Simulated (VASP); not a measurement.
# InP (F-43m) in VASP: single point with PBE

Aim: the single point of InP with PBE.

Everything below comes from runs of VASP 6.6.1. Logs are shortened: lines on timing, memory, paths and dates and some standing lists are left out, and cuts for length are marked.

### 1 Starting point

Symmetry: F-43m, No. 216, cubic system. The conventional cell has a = 5.958 Å, b = 5.958 Å, c = 5.958 Å, α = 90.00°, β = 90.00°, γ = 90.00°. Around In (site symmetry -43m) lie 4 P at 2.58 Å. P (site symmetry -43m) has 4 In at 2.58 Å as nearest neighbours.

### 2 Single point, PBE

The input, INCAR:

```
SYSTEM = InP
  ALGO = Normal
  EDIFF = 1E-6
  ENCUT = 450
  GGA = PE
  ICORELEVEL = 1
  ISIF = 2
  ISMEAR = 0
  LASPH = .True.
  LCHARG = .False.
  LREAL = Auto
  LWAVE = .False.
  NBANDS = 166
  NELM = 80
  PREC = Normal
  SIGMA = 0.02
```

The input, KPOINTS:

```
k-points
0
Monkhorst
  2 2 2
  0 0 0
```

The input, POSCAR:

```
InP
1.0
    5.9583080000      5.9583080000      5.9583080000
   -5.9583080000     -5.9583080000      5.9583080000
    5.9583080000     -5.9583080000     -5.9583080000
In P
16 16
Direct
    0.0000000000      0.2500000000      0.7500000000
    0.2500000000      0.0000000000      0.7500000000
    0.0000000000      0.5000000000      0.5000000000
    0.2500000000      0.2500000000      0.5000000000
    0.5000000000      0.0000000000      0.5000000000
    0.5000000000      0.7500000000      0.7500000000
    0.7500000000      0.5000000000      0.7500000000
    0.0000000000      0.0000000000      0.0000000000
    0.0000000000      0.7500000000      0.2500000000
    0.2500000000      0.5000000000      0.2500000000
    0.5000000000      0.2500000000      0.2500000000
    0.7500000000      0.0000000000      0.2500000000
    0.7500000000      0.7500000000      0.5000000000
    0.2500000000      0.7500000000      0.0000000000
    0.5000000000      0.5000000000      0.0000000000
    0.7500000000      0.2500000000      0.0000000000
    0.2500000000      0.2500000000      0.7500000000
    0.5000000000      0.0000000000      0.7500000000
    0.2500000000      0.5000000000      0.5000000000
    0.5000000000      0.2500000000      0.5000000000
    0.7500000000      0.0000000000      0.5000000000
    0.7500000000      0.7500000000      0.7500000000
    0.0000000000      0.5000000000      0.7500000000
    0.2500000000      0.0000000000      0.0000000000
    0.2500000000      0.7500000000      0.2500000000
    0.5000000000      0.5000000000      0.2500000000
    0.7500000000      0.2500000000      0.2500000000
    0.0000000000      0.0000000000      0.2500000000
    0.0000000000      0.7500000000      0.5000000000
    0.5000000000      0.7500000000      0.0000000000
    0.7500000000      0.5000000000      0.0000000000
    0.0000000000      0.2500000000      0.0000000000
```

Potentials or basis: VASP PAW PBE potentials, release 64 (In_d, P).

On the command line:

```sh
cat potpaw_PBE.64/In_d/POTCAR potpaw_PBE.64/P/POTCAR > POTCAR
mpirun -np 1 vasp_std > vasp.out
```

OUTCAR:

```text
SYSTEM = InP
   EDIFF = 1E-6
   ENCUT = 450
   GGA = PE
   ISIF = 2
   ISMEAR = 0
   LASPH = .True.
   LREAL = Auto
   NELM = 80
   PREC = Normal

 ion  position               nearest neighbor table
   1  0.000  0.250  0.750-  17 2.58  21 2.58  23 2.58  32 2.58
   2  0.250  0.000  0.750-  17 2.58  18 2.58  24 2.58  29 2.58
   3  0.000  0.500  0.500-  19 2.58  23 2.58  27 2.58  29 2.58
   4  0.250  0.250  0.500-  17 2.58  19 2.58  20 2.58  28 2.58
   5  0.500  0.000  0.500-  18 2.58  20 2.58  21 2.58  25 2.58
   6  0.500  0.750  0.750-  18 2.58  19 2.58  22 2.58  30 2.58
[... 24 lines left out ...]
  31  0.750  0.500  0.000-   7 2.58   9 2.58  15 2.58  16 2.58
  32  0.000  0.250  0.000-   1 2.58   8 2.58  10 2.58  16 2.58

  LATTYP: Found a body centered cubic cell.
 ALAT       =    11.9166160000

  Lattice vectors:

 A1 = (   5.9583080000,   5.9583080000,   5.9583080000)
 A2 = (  -5.9583080000,  -5.9583080000,   5.9583080000)
 A3 = (   5.9583080000,  -5.9583080000,  -5.9583080000)

Analysis of symmetry for initial positions (statically):
=====================================================================
 Subroutine PRICEL returns following result:

  LATTYP: Found a face centered cubic cell.
 ALAT       =     5.9583080000

  Lattice vectors:

 A1 = (  -2.9791540000,  -2.9791540000,   0.0000000000)
 A2 = (  -2.9791540000,   0.0000000000,  -2.9791540000)
 A3 = (   0.0000000000,  -2.9791540000,  -2.9791540000)

  16 primitive cells build up your supercell.

 Routine SETGRP: Setting up the symmetry group for a
 body centered cubic supercell.

 Subroutine GETGRP returns: Found 24 space group operations
 (whereof 24 operations were pure point group operations)
 out of a pool of 48 trial point group operations.

The static configuration has the point symmetry T_d .

Analysis of symmetry for dynamics (positions and initial velocities):
=====================================================================
 Subroutine PRICEL returns following result:

  LATTYP: Found a face centered cubic cell.
 ALAT       =     5.9583080000

  Lattice vectors:

 A1 = (  -2.9791540000,  -2.9791540000,   0.0000000000)
 A2 = (  -2.9791540000,   0.0000000000,  -2.9791540000)
 A3 = (   0.0000000000,  -2.9791540000,  -2.9791540000)

  16 primitive cells build up your supercell.
[... 127 lines left out ...]
  ext. energy  EPLUGINS =         0.00000000
  ---------------------------------------------------
  free energy    TOTEN  =      -134.55397522 eV

  energy without entropy =     -134.55397522  energy(sigma->0) =     -134.55397522

 the core state eigenenergies are
   1-  1s -27738.4392  2s  -4144.9580  2p  -3718.9380  3s   -778.9250  3p   -639.4793
       3d   -423.1465  4s   -110.2715  4p    -68.7520
   2-  1s -27738.4392  2s  -4144.9580  2p  -3718.9380  3s   -778.9250  3p   -639.4793
       3d   -423.1465  4s   -110.2715  4p    -68.7520
   3-  1s -27738.4392  2s  -4144.9580  2p  -3718.9380  3s   -778.9250  3p   -639.4793
       3d   -423.1465  4s   -110.2715  4p    -68.7520
   4-  1s -27738.4392  2s  -4144.9580  2p  -3718.9380  3s   -778.9250  3p   -639.4793
       3d   -423.1465  4s   -110.2715  4p    -68.7520
   5-  1s -27738.4392  2s  -4144.9580  2p  -3718.9380  3s   -778.9250  3p   -639.4793
       3d   -423.1465  4s   -110.2715  4p    -68.7520
   6-  1s -27738.4392  2s  -4144.9580  2p  -3718.9380  3s   -778.9250  3p   -639.4793
       3d   -423.1465  4s   -110.2715  4p    -68.7520
   7-  1s -27738.4392  2s  -4144.9580  2p  -3718.9380  3s   -778.9250  3p   -639.4793
       3d   -423.1465  4s   -110.2715  4p    -68.7520
   8-  1s -27738.4392  2s  -4144.9580  2p  -3718.9380  3s   -778.9250  3p   -639.4793
       3d   -423.1465  4s   -110.2715  4p    -68.7520
   9-  1s -27738.4392  2s  -4144.9580  2p  -3718.9380  3s   -778.9250  3p   -639.4793
[... 17 lines left out ...]
  19-  1s  -2072.7540  2s   -162.9241  2p   -113.3968
  20-  1s  -2072.7540  2s   -162.9241  2p   -113.3968
  21-  1s  -2072.7540  2s   -162.9241  2p   -113.3968
  22-  1s  -2072.7540  2s   -162.9241  2p   -113.3968
[... 8 lines left out ...]
  31-  1s  -2072.7540  2s   -162.9241  2p   -113.3968
  32-  1s  -2072.7540  2s   -162.9241  2p   -113.3968

 E-fermi :   4.3102     XC(G=0):  -9.0649

 val. band max:        4.1909508025   @ k =  -0.2500   0.2500   0.2500
 cond. band min:       6.3160969002   @ k =   0.2500   0.2500   0.2500
 fundamental gap:      2.1251460977
 Fermi energy:         4.3101784963

 k-point     1 :       0.2500    0.2500    0.2500
  band No.  band energies     occupation
      1      -9.5508      2.00000
      2      -9.5508      2.00000
      3      -9.5508      2.00000
      4      -9.5508      2.00000
      5      -9.5507      2.00000
      6      -9.5507      2.00000
[... 148 lines left out ...]
    155       7.2020      0.00000
    156       7.2020      0.00000

 k-point     2 :      -0.2500    0.2500    0.2500
  band No.  band energies     occupation
      1      -9.5749      2.00000
      2      -9.5749      2.00000
      3      -9.5684      2.00000
      4      -9.5486      2.00000
      5      -9.5486      2.00000
      6      -9.5486      2.00000
[... 148 lines left out ...]
    155       7.6706      0.00000
    156       7.6706      0.00000
 [bands above 156 left out]

------------------------ aborting loop because EDIFF is reached ----------------------------------------

  FORCE on cell =-STRESS in cart. coord.  units (eV):
  Direction    XX          YY          ZZ          XY          YZ          ZX
  --------------------------------------------------------------------------------------
  -------------------------------------------------------------------------------------
  Total        0.3097505      0.3097505      0.3097505     -0.0000000      0.0000000      0.0000000
  in kB        0.5865348      0.5865348      0.5865348     -0.0000000      0.0000000      0.0000000
  external PRESSURE =       0.5865348 kB  Pullay stress =       0.0000000 kB

 VOLUME and BASIS-vectors are now :
 -----------------------------------------------------------------------------
  energy-cutoff  :      450.00
  volume of cell :      846.11
      direct lattice vectors                 reciprocal lattice vectors
     5.958308000  5.958308000  5.958308000     0.083916441  0.000000000  0.083916441
    -5.958308000 -5.958308000  5.958308000     0.000000000 -0.083916441  0.083916441
     5.958308000 -5.958308000 -5.958308000     0.083916441 -0.083916441  0.000000000

 POSITION                                       TOTAL-FORCE (eV/Angst)
 -----------------------------------------------------------------------------------
      2.97915     -5.95831     -2.97915         0.000000     -0.000000      0.000000
      5.95831     -2.97915     -2.97915         0.000000     -0.000000     -0.000000
      0.00000     -5.95831      0.00000         0.000000     -0.000000      0.000000
      2.97915     -2.97915      0.00000         0.000000     -0.000000     -0.000000
      5.95831      0.00000      0.00000         0.000000     -0.000000     -0.000000
      2.97915     -5.95831      2.97915         0.000000     -0.000000      0.000000
[... 24 lines left out ...]
      1.48958      1.48958      7.44788        -0.000000      0.000000     -0.000000
     -1.48958     -1.48958      1.48958        -0.000000      0.000000      0.000000
 -----------------------------------------------------------------------------------
    total drift:                                0.000187     -0.000187      0.000043

  FREE ENERGIE OF THE ION-ELECTRON SYSTEM (eV)
  ---------------------------------------------------
  free  energy   TOTEN  =      -134.5539752174 eV

  energy  without entropy=     -134.5539752174  energy(sigma->0) =     -134.55397522
```

OSZICAR:

```text
N       E                     dE             d eps       ncg     rms          rms(c)
DAV:   1     0.314348738429E+04    0.31435E+04   -0.11238E+05   664   0.179E+03
DAV:   2     0.434083363439E+03   -0.27094E+04   -0.26641E+04   664   0.505E+02
DAV:   3    -0.892379790475E+02   -0.52332E+03   -0.49208E+03   742   0.230E+02
[... 11 lines left out ...]
DAV:  15    -0.134554006354E+03    0.56180E-04   -0.55044E-05   864   0.331E-02    0.113E-01
DAV:  16    -0.134553971115E+03    0.35239E-04   -0.17498E-04   856   0.423E-02    0.369E-02
DAV:  17    -0.134553973488E+03   -0.23728E-05   -0.12380E-05   600   0.799E-03    0.398E-02
DAV:  18    -0.134553974599E+03   -0.11117E-05   -0.23851E-06   464   0.681E-03    0.117E-02
DAV:  19    -0.134553975217E+03   -0.61819E-06   -0.79677E-07   392   0.251E-03
   1 F= -.13455398E+03 E0= -.13455398E+03  d E =-.622586E-17
```

stdout:

```text
POSCAR found type information on POSCAR InP
 POSCAR found :  2 types and      32 ions
 scaLAPACK will be used
 LDA part: xc-table for (Slater+PW92), standard interpolation
 POSCAR, INCAR and KPOINTS ok, starting setup
 FFT: planning ... GRIDC
 FFT: planning ... GRID_SOFT
 FFT: planning ... GRID
 WAVECAR not read
 entering main loop
```

Wall time 5.5 min (1 thread of Intel Xeon Platinum 8488C (Sapphire Rapids), shared host); peak memory 0.46 GiB.

Results:

- Free energy: -134.5540 eV
- Pressure: 0.1 GPa

Levels at points of the mesh, in eV from the valence-band top:
```csv
k point,band 141,band 142,band 143,band 144,band 145,band 146,band 147,band 148
"(0.25, 0.25, 0.25)",-0.04,-0.04,-0.04,-0.04,2.13,2.13,2.13,2.13
```

Core levels (eV, on the scale of the bands):
```
atom                                                                                     levels
1 In  1s -27738.4, 2s -4145.0, 2p -3718.9, 3s -778.9, 3p -639.5, 3d -423.1, 4s -110.3, 4p -68.8
2 In  1s -27738.4, 2s -4145.0, 2p -3718.9, 3s -778.9, 3p -639.5, 3d -423.1, 4s -110.3, 4p -68.8
3 In  1s -27738.4, 2s -4145.0, 2p -3718.9, 3s -778.9, 3p -639.5, 3d -423.1, 4s -110.3, 4p -68.8
4 In  1s -27738.4, 2s -4145.0, 2p -3718.9, 3s -778.9, 3p -639.5, 3d -423.1, 4s -110.3, 4p -68.8
5 In  1s -27738.4, 2s -4145.0, 2p -3718.9, 3s -778.9, 3p -639.5, 3d -423.1, 4s -110.3, 4p -68.8
6 In  1s -27738.4, 2s -4145.0, 2p -3718.9, 3s -778.9, 3p -639.5, 3d -423.1, 4s -110.3, 4p -68.8
```
